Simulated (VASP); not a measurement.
# GaN (P6_3mc) in VASP: further runs, part 2 of 3

VASP 6.6.1. The steps go on from the part before.

## Step 3: Band structure, LDA

INCAR

```
SYSTEM = GaN
PREC = Accurate ; ENCUT = 520
EDIFF = 1E-6 ; ISMEAR = 0
SIGMA = 0.03 ; LREAL = .FALSE.
LASPH = .TRUE. ; NELM = 80
ALGO = Normal ; ISIF = 2
LWAVE = .FALSE. ; LCHARG = .FALSE.
GGA = CA ; KPAR = 2
```

KPOINTS

```
regular mesh
0
G
  12 12 5
  0 0 0
```

POSCAR

```
GaN                                     
1.0
    3.1802324013      0.0000000000      0.0000000000
   -1.5901162006      2.7541620494      0.0000000000
   -0.0000000000      0.0000000000      5.1832207758
  Ga              N             
     2     2
Direct
     0.3333333332999970    0.6666666667000030    0.9992402581362281
     0.6666666667000030    0.3333333332999970    0.4992402581362280
     0.3333333332999970    0.6666666667000030    0.3757597418637720
     0.6666666667000030    0.3333333332999970    0.8757597418637719
```

KPOINTS_OPT is that of step 2.

Potentials or basis: VASP PAW LDA potentials, release 64 (Ga_d, N).

Command:

```
$ cat potpaw_LDA.64/Ga_d/POTCAR potpaw_LDA.64/N/POTCAR > POTCAR
$ mpirun -np 2 vasp_std > vasp.out
```

It took 55 s on 2 MPI ranks of Intel Xeon Platinum 8488C (Sapphire Rapids), shared host; peak memory 0.2 GiB.

Results (log left out):

```yaml
Free_energy: -27.8990 eV
Pressure: -4.1 GPa
Band_gap_on_the_k_mesh: 1.97 eV, direct
Band_gap_along_the_path: 1.97 eV, direct
```

Levels at the corners of the path, in eV from the valence-band top:
```
point  band 15  band 16  band 17  band 18  band 19  band 20  band 21  band 22
    Γ    -1.05    -0.05     0.00     0.00     1.97     4.20     9.07     9.75
    M    -4.28    -2.79    -2.26    -1.02     4.93     5.51     5.92     8.50
    M    -4.28    -2.79    -2.26    -1.02     4.93     5.51     5.92     8.50
    K    -5.39    -3.04    -3.04    -2.78     4.99     7.73     7.73     8.30
    K    -5.39    -3.04    -3.04    -2.78     4.99     7.73     7.73     8.30
    Γ    -1.05    -0.05     0.00     0.00     1.97     4.20     9.07     9.75
    Γ    -1.05    -0.05     0.00     0.00     1.97     4.20     9.07     9.75
    A    -0.54    -0.54    -0.54    -0.54     4.23     4.23     8.33     8.33
    A    -0.54    -0.54    -0.54    -0.54     4.23     4.23     8.33     8.33
    L    -1.98    -1.98    -1.93    -1.93     4.30     4.30     7.64     7.64
    L    -1.98    -1.98    -1.93    -1.93     4.30     4.30     7.64     7.64
    H    -4.28    -4.28    -1.51    -1.51     6.33     6.33     7.19     7.19
    H    -4.28    -4.28    -1.51    -1.51     6.33     6.33     7.19     7.19
    A    -0.54    -0.54    -0.54    -0.54     4.23     4.23     8.33     8.33
    L    -1.98    -1.98    -1.93    -1.93     4.30     4.30     7.64     7.64
    M    -4.28    -2.79    -2.26    -1.02     4.93     5.51     5.92     8.50
    K    -5.39    -3.04    -3.04    -2.78     4.99     7.73     7.73     8.30
    H    -4.28    -4.28    -1.51    -1.51     6.33     6.33     7.19     7.19
```

## Step 4: Band structure, r2SCAN

INCAR, as its differences from that of step 3:

```diff
@@ -7,2 +7,3 @@
 LWAVE = .FALSE. ; LCHARG = .FALSE.
-GGA = CA ; KPAR = 2
+METAGGA = R2SCAN ; LMIXTAU = .TRUE.
+KPAR = 2
```

KPOINTS is that of step 3.

POSCAR is that of step 3.

KPOINTS_OPT is that of step 3.

Potentials or basis: VASP PAW PBE potentials, release 64 (Ga_d, N).

Command:

```
$ cat potpaw_PBE.64/Ga_d/POTCAR potpaw_PBE.64/N/POTCAR > POTCAR
$ mpirun -np 2 vasp_std > vasp.out
```

Run time: 3 min. Hardware: 2 MPI ranks of Intel Xeon Platinum 8488C (Sapphire Rapids), shared host; peak memory 0.22 GiB.

The run converged. Its results:

| Item | Value |
| --- | --- |
| Free energy | -43.8201 eV |
| Pressure | 1.5 GPa |
| Band gap on the k mesh | 2.35 eV, direct |
| Band gap along the path | 2.35 eV, direct |

Stress tensor (GPa, compression positive):
```
1.61 0.00 0.00
0.00 1.61 0.00
0.00 0.00 1.30
```

Levels at the corners of the path, in eV from the valence-band top:
| point | band 15 | band 16 | band 17 | band 18 | band 19 | band 20 | band 21 | band 22 |
| --- | --- | --- | --- | --- | --- | --- | --- | --- |
| Γ | -1.07 | -0.04 | 0.00 | 0.00 | 2.35 | 4.83 | 9.97 | 10.61 |
| M | -4.31 | -2.84 | -2.25 | -1.03 | 5.59 | 6.13 | 6.54 | 9.36 |
| M | -4.31 | -2.84 | -2.25 | -1.03 | 5.59 | 6.13 | 6.54 | 9.36 |
| K | -5.43 | -3.06 | -3.06 | -2.81 | 5.59 | 8.54 | 8.54 | 9.08 |
| K | -5.43 | -3.06 | -3.06 | -2.81 | 5.59 | 8.54 | 8.54 | 9.08 |
| Γ | -1.07 | -0.04 | 0.00 | 0.00 | 2.35 | 4.83 | 9.96 | 10.61 |
| Γ | -1.07 | -0.04 | 0.00 | 0.00 | 2.35 | 4.83 | 9.96 | 10.61 |
| A | -0.55 | -0.55 | -0.55 | -0.55 | 4.78 | 4.78 | 9.18 | 9.18 |
| A | -0.55 | -0.55 | -0.55 | -0.55 | 4.78 | 4.78 | 9.18 | 9.18 |
| L | -2.01 | -2.01 | -1.96 | -1.96 | 4.89 | 4.89 | 8.43 | 8.43 |
| L | -2.01 | -2.01 | -1.96 | -1.96 | 4.89 | 4.89 | 8.43 | 8.43 |
| H | -4.31 | -4.31 | -1.54 | -1.54 | 7.02 | 7.02 | 7.88 | 7.88 |
| H | -4.31 | -4.31 | -1.54 | -1.54 | 7.02 | 7.02 | 7.88 | 7.88 |
| A | -0.55 | -0.55 | -0.55 | -0.55 | 4.78 | 4.78 | 9.18 | 9.18 |
| L | -2.01 | -2.01 | -1.96 | -1.96 | 4.89 | 4.89 | 8.43 | 8.43 |
| M | -4.31 | -2.84 | -2.25 | -1.03 | 5.59 | 6.13 | 6.54 | 9.36 |
| K | -5.43 | -3.06 | -3.06 | -2.81 | 5.59 | 8.54 | 8.54 | 9.08 |
| H | -4.31 | -4.31 | -1.54 | -1.54 | 7.02 | 7.02 | 7.88 | 7.88 |

Caveat: the PAW data sets were made with another functional, which shifts forces and pressure a little.

## Step 5: Band structure, PBE, spin-orbit coupling, no magnetisation

INCAR, as its differences from that of step 4:

```diff
@@ -7,3 +7,4 @@
 LWAVE = .FALSE. ; LCHARG = .FALSE.
-METAGGA = R2SCAN ; LMIXTAU = .TRUE.
-KPAR = 2
+MAGMOM = 0 0 0 0 0 0 0 0 0 0 0 0 ; LORBIT = 11
+LSORBIT = .TRUE. ; GGA_COMPAT = .FALSE.
+GGA = PE ; KPAR = 2
```

KPOINTS

```
regular mesh
0
G
  9 9 4
  0 0 0
```

POSCAR is that of step 4.

KPOINTS_OPT is that of step 4.

Potentials or basis: VASP PAW PBE potentials, release 64 (Ga_d, N).

Command:

```
$ cat potpaw_PBE.64/Ga_d/POTCAR potpaw_PBE.64/N/POTCAR > POTCAR
$ mpirun -np 2 vasp_ncl > vasp.out
```

OUTCAR:

```text
SYSTEM = GaN
   PREC = Accurate
   ENCUT = 520
   EDIFF = 1E-6
   ISMEAR = 0
   LREAL = .FALSE.
   LASPH = .TRUE.
   NELM = 80
   ISIF = 2
   LORBIT = 11
   LSORBIT = .TRUE.
   GGA = PE

 ion  position               nearest neighbor table
   1  0.333  0.667  0.999-   4 1.94   4 1.94   4 1.94   3 1.95
   2  0.667  0.333  0.499-   3 1.94   3 1.94   3 1.94   4 1.95
   3  0.333  0.667  0.376-   2 1.94   2 1.94   2 1.94   1 1.95
   4  0.667  0.333  0.876-   1 1.94   1 1.94   1 1.94   2 1.95

  LATTYP: Found a hexagonal cell.
 ALAT       =     3.1802324013
 C/A-ratio  =     1.6298245291

  Lattice vectors:

 A1 = (   3.1802324013,   0.0000000000,   0.0000000000)
 A2 = (  -1.5901162006,   2.7541620494,   0.0000000000)
 A3 = (   0.0000000000,   0.0000000000,   5.1832207758)

Analysis of symmetry for initial positions (statically):
=====================================================================
 Subroutine PRICEL returns:
 Original cell was already a primitive cell.

 Routine SETGRP: Setting up the symmetry group for a
 hexagonal supercell.

 Subroutine GETGRP returns: Found 12 space group operations
[... 1377 lines left out ...]
     0.0000000     0.0000000     0.0000000     0.0000000     0.0000000     0.0000000     0.0000000
     0.0000000     0.0000000     0.0000000     0.0000000     0.0000000     0.0000000     0.0000000
     0.0000000     0.0000000     0.0000000     0.0000000     0.0000000     0.0000000     0.0000000
     0.0000000     0.0000000     0.0000000     0.0000000     0.0000000     0.0000000     0.0000000
[... 49 lines left out ...]
 l=   2
     0.0000000     0.0000000     0.0000000     0.0000000     0.0000000
     0.0000000     0.0000000     0.0000000     0.0000000     0.0000000
     0.0000000     0.0000000     0.0000000     0.0000000     0.0000000
     0.0000000     0.0000000     0.0000000     0.0000000     0.0000000
     0.0000000     0.0000000     0.0000000     0.0000000     0.0000000
 l=   3
     0.0000000     0.0000000     0.0000000     0.0000000     0.0000000     0.0000000     0.0000000
     0.0000000     0.0000000     0.0000000     0.0000000     0.0000000     0.0000000     0.0000000
     0.0000000     0.0000000     0.0000000     0.0000000     0.0000000     0.0000000     0.0000000
     0.0000000     0.0000000     0.0000000     0.0000000     0.0000000     0.0000000     0.0000000
     0.0000000     0.0000000     0.0000000     0.0000000     0.0000000     0.0000000     0.0000000
     0.0000000     0.0000000     0.0000000     0.0000000     0.0000000     0.0000000     0.0000000
     0.0000000     0.0000000     0.0000000     0.0000000     0.0000000     0.0000000     0.0000000

 total charge

# of ion       s       p       d       tot
------------------------------------------
    1        0.788   0.905  10.184  11.877
    2        0.788   0.905  10.184  11.877
    3        1.224   2.528   0.000   3.752
    4        1.224   2.528   0.000   3.752
--------------------------------------------------
tot          4.024   6.866  20.368  31.258

 magnetization (x)

# of ion       s       p       d       tot
------------------------------------------
    1       -0.000   0.000   0.000   0.000
    2        0.000   0.000   0.000   0.000
    3       -0.000   0.000   0.000  -0.000
    4        0.000  -0.000   0.000   0.000
--------------------------------------------------
tot          0.000   0.000   0.000   0.000

 magnetization (y)

# of ion       s       p       d       tot
------------------------------------------
    1        0.000   0.000   0.000   0.000
    2        0.000   0.000  -0.000  -0.000
    3        0.000  -0.000   0.000  -0.000
    4        0.000   0.000   0.000   0.000
--------------------------------------------------
tot          0.000  -0.000  -0.000  -0.000

 magnetization (z)

# of ion       s       p       d       tot
------------------------------------------
    1        0.000   0.000  -0.000  -0.000
    2        0.000   0.000   0.000   0.000
    3       -0.000   0.000   0.000   0.000
    4       -0.000   0.000   0.000   0.000
--------------------------------------------------
tot         -0.000   0.000  -0.000   0.000
```

OSZICAR:

```text
N       E                     dE             d eps       ncg     rms          rms(c)
DAV:   1     0.394885927459E+03    0.39489E+03   -0.16700E+04  4604   0.306E+03
DAV:   2     0.520071165690E+02   -0.34288E+03   -0.32944E+03  4384   0.713E+02
DAV:   3    -0.222650721892E+02   -0.74272E+02   -0.72151E+02  5016   0.225E+02
DAV:   4    -0.281428527175E+02   -0.58778E+01   -0.58316E+01  5256   0.651E+01
DAV:   5    -0.283355989527E+02   -0.19275E+00   -0.19213E+00  5584   0.120E+01    0.109E+01
DAV:   6    -0.241559050138E+02    0.41797E+01   -0.14359E+01  7804   0.583E+01    0.298E+00
DAV:   7    -0.243247708152E+02   -0.16887E+00   -0.22285E+00  4708   0.120E+01    0.270E+00
DAV:   8    -0.243218220946E+02    0.29487E-02   -0.26544E-01  6036   0.903E+00    0.759E-01
DAV:   9    -0.243032635195E+02    0.18559E-01   -0.94633E-02  6564   0.559E+00    0.284E-01
DAV:  10    -0.243041552878E+02   -0.89177E-03   -0.85696E-03  4828   0.868E-01    0.104E-01
[... 53 further cycles ...]
DAV:  10    -0.791096289599E+04   -0.15963E-06     2936
       N       E                     dE             ncg
DAV:   1     0.486659413503E+05   -0.20188E+05     1736
DAV:   2     0.426054989042E+05   -0.60604E+04     1616
DAV:   3     0.413733426716E+05   -0.12322E+04     1868
DAV:   4     0.412820482527E+05   -0.91294E+02     1832
DAV:   5     0.412781344750E+05   -0.39138E+01     2160
DAV:   6     0.412780562369E+05   -0.78238E-01     2004
DAV:   7     0.412780537556E+05   -0.24813E-02     2264
DAV:   8     0.412780537304E+05   -0.25210E-04     1960
DAV:   9     0.412780537299E+05   -0.48253E-06     1448
```

Wall time 4.3 min (2 MPI ranks of Intel Xeon Platinum 8488C (Sapphire Rapids), shared host); peak memory 0.42 GiB.

What came out:

```
Free energy                                           : -24.3043 eV
Pressure                                              : 6.6 GPa
Valence electrons inside the program's atomic spheres : Ga 11.88; N 3.75
```

(Part 2 of 3 ends here.)
